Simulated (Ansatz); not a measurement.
KTaO3 built on the cubic perovskite prototype, relaxed with r2SCAN in Ansatz: the symmetry is Pm-3m (No. 221, cubic); conventional cell a = 3.990 Å, 12.71 Å³ an atom. Around K lie 12 O at 2.82 Å; around Ta lie 6 O at 2.00 Å; around O lie 2 Ta at 2.00 Å and 4 K at 2.82 Å. The primitive cell holds 5 atoms in 63.53 Å³. Spin-unpolarised throughout; all numbers are computed.

Computed values: HSE06 (4×4×4) gives a least gap of 3.57 eV and a least direct gap of 4.22 eV. r2SCAN's ε∞ is 4.91.

What is the density?
The cell holds 1 K, 1 Ta, 3 O: M = 1×39.098 + 1×180.948 + 3×15.999 = 268.04 u in V = 63.53 Å³. ρ = 1.66054 × M/V = 1.66054 × 268.04/63.53 = 7.006 g/cm³, for the static r2SCAN lattice.

At what wavelength does absorption set in by HSE06, excitons left aside?
λ = 1239.84 eV nm/E: 347 nm for the least gap, where it needs phonons and is weak, and 294 nm for direct transitions. That lies in the ultraviolet, so by this gap the crystal is transparent to visible light.

What refractive index and reflectivity at normal incidence follow, below the gap and above the phonons?
n = √4.91 = 2.216; R = ((n − 1)/(n + 1))² = (1.216/3.216)² = 14.3 % a face.

No spin-orbit coupling is included; it can move band edges with weight on the heavy atoms by tenths of an eV.

The meshes of the hybrids are coarse, so their gaps aren't converged to the digits shown.
